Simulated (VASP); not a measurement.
Set up this calculation in VASP 6.6.1, as the native input.

| Quantity | Value |
| --- | --- |
| Task | Berry-phase polarisation |
| Functional | PBEsol |
| Dispersion | D4 |
| Potentials or basis | VASP PAW PBE potentials, release 64 (I, Na_pv) |
| Cutoff | 520 eV |
| k mesh | 4 × 4 × 4 |
| Occupations | gaussian, width 0.05 eV |
| Spin | no spin polarisation |
| Further INCAR settings | ALGO = Normal; EDIFF = 1e-06 |

The structure of NaI lies in NaI.cif:

```cif
data_NaI
_cell_length_a 6.38531901
_cell_length_b 6.38531901
_cell_length_c 6.38531901
_cell_angle_alpha 90.00000000
_cell_angle_beta 90.00000000
_cell_angle_gamma 90.00000000
_space_group_name_H-M_alt 'Fm-3m'
_space_group_name_Hall '-F 4 2 3'
_space_group_IT_number 225
loop_
_space_group_symop_operation_xyz
'x,y,z'
'-x,-y,-z'
'-y,x,z'
'y,-x,-z'
'-x,-y,z'
'x,y,-z'
'y,-x,z'
'-y,x,-z'
'x,-y,-z'
'-x,y,z'
'-y,-x,-z'
'y,x,z'
'-x,y,-z'
'x,-y,z'
'y,x,-z'
'-y,-x,z'
'z,x,y'
'-z,-x,-y'
'z,-y,x'
'-z,y,-x'
'z,-x,-y'
'-z,x,y'
'z,y,-x'
'-z,-y,x'
'-z,x,-y'
'z,-x,y'
'-z,-y,-x'
'z,y,x'
'-z,-x,y'
'z,x,-y'
'-z,y,x'
'z,-y,-x'
'y,z,x'
'-y,-z,-x'
'x,z,-y'
'-x,-z,y'
'-y,z,-x'
'y,-z,x'
'-x,z,y'
'x,-z,-y'
'-y,-z,x'
'y,z,-x'
'-x,-z,-y'
'x,z,y'
'y,-z,-x'
'-y,z,x'
'x,-z,y'
'-x,z,-y'
'x,y+1/2,z+1/2'
'-x,-y+1/2,-z+1/2'
'-y,x+1/2,z+1/2'
'y,-x+1/2,-z+1/2'
'-x,-y+1/2,z+1/2'
'x,y+1/2,-z+1/2'
'y,-x+1/2,z+1/2'
'-y,x+1/2,-z+1/2'
'x,-y+1/2,-z+1/2'
'-x,y+1/2,z+1/2'
'-y,-x+1/2,-z+1/2'
'y,x+1/2,z+1/2'
'-x,y+1/2,-z+1/2'
'x,-y+1/2,z+1/2'
'y,x+1/2,-z+1/2'
'-y,-x+1/2,z+1/2'
'z,x+1/2,y+1/2'
'-z,-x+1/2,-y+1/2'
'z,-y+1/2,x+1/2'
'-z,y+1/2,-x+1/2'
'z,-x+1/2,-y+1/2'
'-z,x+1/2,y+1/2'
'z,y+1/2,-x+1/2'
'-z,-y+1/2,x+1/2'
'-z,x+1/2,-y+1/2'
'z,-x+1/2,y+1/2'
'-z,-y+1/2,-x+1/2'
'z,y+1/2,x+1/2'
'-z,-x+1/2,y+1/2'
'z,x+1/2,-y+1/2'
'-z,y+1/2,x+1/2'
'z,-y+1/2,-x+1/2'
'y,z+1/2,x+1/2'
'-y,-z+1/2,-x+1/2'
'x,z+1/2,-y+1/2'
'-x,-z+1/2,y+1/2'
'-y,z+1/2,-x+1/2'
'y,-z+1/2,x+1/2'
'-x,z+1/2,y+1/2'
'x,-z+1/2,-y+1/2'
'-y,-z+1/2,x+1/2'
'y,z+1/2,-x+1/2'
'-x,-z+1/2,-y+1/2'
'x,z+1/2,y+1/2'
'y,-z+1/2,-x+1/2'
'-y,z+1/2,x+1/2'
'x,-z+1/2,y+1/2'
'-x,z+1/2,-y+1/2'
'x+1/2,y,z+1/2'
'-x+1/2,-y,-z+1/2'
'-y+1/2,x,z+1/2'
'y+1/2,-x,-z+1/2'
'-x+1/2,-y,z+1/2'
'x+1/2,y,-z+1/2'
'y+1/2,-x,z+1/2'
'-y+1/2,x,-z+1/2'
'x+1/2,-y,-z+1/2'
'-x+1/2,y,z+1/2'
'-y+1/2,-x,-z+1/2'
'y+1/2,x,z+1/2'
'-x+1/2,y,-z+1/2'
'x+1/2,-y,z+1/2'
'y+1/2,x,-z+1/2'
'-y+1/2,-x,z+1/2'
'z+1/2,x,y+1/2'
'-z+1/2,-x,-y+1/2'
'z+1/2,-y,x+1/2'
'-z+1/2,y,-x+1/2'
'z+1/2,-x,-y+1/2'
'-z+1/2,x,y+1/2'
'z+1/2,y,-x+1/2'
'-z+1/2,-y,x+1/2'
'-z+1/2,x,-y+1/2'
'z+1/2,-x,y+1/2'
'-z+1/2,-y,-x+1/2'
'z+1/2,y,x+1/2'
'-z+1/2,-x,y+1/2'
'z+1/2,x,-y+1/2'
'-z+1/2,y,x+1/2'
'z+1/2,-y,-x+1/2'
'y+1/2,z,x+1/2'
'-y+1/2,-z,-x+1/2'
'x+1/2,z,-y+1/2'
'-x+1/2,-z,y+1/2'
'-y+1/2,z,-x+1/2'
'y+1/2,-z,x+1/2'
'-x+1/2,z,y+1/2'
'x+1/2,-z,-y+1/2'
'-y+1/2,-z,x+1/2'
'y+1/2,z,-x+1/2'
'-x+1/2,-z,-y+1/2'
'x+1/2,z,y+1/2'
'y+1/2,-z,-x+1/2'
'-y+1/2,z,x+1/2'
'x+1/2,-z,y+1/2'
'-x+1/2,z,-y+1/2'
'x+1/2,y+1/2,z'
'-x+1/2,-y+1/2,-z'
'-y+1/2,x+1/2,z'
'y+1/2,-x+1/2,-z'
'-x+1/2,-y+1/2,z'
'x+1/2,y+1/2,-z'
'y+1/2,-x+1/2,z'
'-y+1/2,x+1/2,-z'
'x+1/2,-y+1/2,-z'
'-x+1/2,y+1/2,z'
'-y+1/2,-x+1/2,-z'
'y+1/2,x+1/2,z'
'-x+1/2,y+1/2,-z'
'x+1/2,-y+1/2,z'
'y+1/2,x+1/2,-z'
'-y+1/2,-x+1/2,z'
'z+1/2,x+1/2,y'
'-z+1/2,-x+1/2,-y'
'z+1/2,-y+1/2,x'
'-z+1/2,y+1/2,-x'
'z+1/2,-x+1/2,-y'
'-z+1/2,x+1/2,y'
'z+1/2,y+1/2,-x'
'-z+1/2,-y+1/2,x'
'-z+1/2,x+1/2,-y'
'z+1/2,-x+1/2,y'
'-z+1/2,-y+1/2,-x'
'z+1/2,y+1/2,x'
'-z+1/2,-x+1/2,y'
'z+1/2,x+1/2,-y'
'-z+1/2,y+1/2,x'
'z+1/2,-y+1/2,-x'
'y+1/2,z+1/2,x'
'-y+1/2,-z+1/2,-x'
'x+1/2,z+1/2,-y'
'-x+1/2,-z+1/2,y'
'-y+1/2,z+1/2,-x'
'y+1/2,-z+1/2,x'
'-x+1/2,z+1/2,y'
'x+1/2,-z+1/2,-y'
'-y+1/2,-z+1/2,x'
'y+1/2,z+1/2,-x'
'-x+1/2,-z+1/2,-y'
'x+1/2,z+1/2,y'
'y+1/2,-z+1/2,-x'
'-y+1/2,z+1/2,x'
'x+1/2,-z+1/2,y'
'-x+1/2,z+1/2,-y'
loop_
_atom_site_label
_atom_site_type_symbol
_atom_site_symmetry_multiplicity
_atom_site_Wyckoff_symbol
_atom_site_fract_x
_atom_site_fract_y
_atom_site_fract_z
_atom_site_occupancy
I1 I 4 b 0.5000000000 0.0000000000 0.0000000000 1
Na1 Na 4 a 0.0000000000 0.0000000000 0.0000000000 1
```

The structure of NaI lies in POSCAR:

```
I  Na
 1.0000000000000000
     6.3853190099999999    0.0000000000000000    0.0000000000000000
     0.0000000000000000    6.3853190099999999    0.0000000000000000
     0.0000000000000000    0.0000000000000000    6.3853190099999999
 I   Na 
   4   4
Cartesian
  3.1926595050000000  0.0000000000000000  0.0000000000000000
  0.0000000000000000  3.1926595050000000  0.0000000000000000
  0.0000000000000000  0.0000000000000000  3.1926595050000000
  3.1926595050000000  3.1926595050000000  3.1926595050000000
  0.0000000000000000  0.0000000000000000  0.0000000000000000
  0.0000000000000000  3.1926595050000000  3.1926595050000000
  3.1926595050000000  0.0000000000000000  3.1926595050000000
  3.1926595050000000  3.1926595050000000  0.0000000000000000
```

The cell isn't the ideal one: volume scaled by 0.96.

One way to write it, as run:

INCAR

```
ALGO = Normal
EDIFF = 1E-6
ENCUT = 520
GGA = PS
ISIF = 2
ISMEAR = 0
IVDW = 13
LASPH = True
LCALCPOL = True
LCHARG = False
LREAL = False
LWAVE = False
NELM = 100
PREC = Accurate
SIGMA = 0.05
```

KPOINTS

```
k-points
0
Gamma
  4 4 4
```

Potentials or basis: VASP PAW PBE potentials, release 64 (I, Na_pv).

The run is started by

```sh
$ ase convert -i cif -o vasp NaI.cif POSCAR
$ cat potpaw_PBE.64/I/POTCAR potpaw_PBE.64/Na_pv/POTCAR > POTCAR
$ mpirun -np 1 vasp_std > vasp.out
```

It gave:

```
Dispersion energy per atom : -0.100 eV
```

Wall time 74 s on 1 thread of Intel(R) Xeon(R) Platinum 8488C (Sapphire Rapids), on a shared host, peak memory 0.36 GiB.
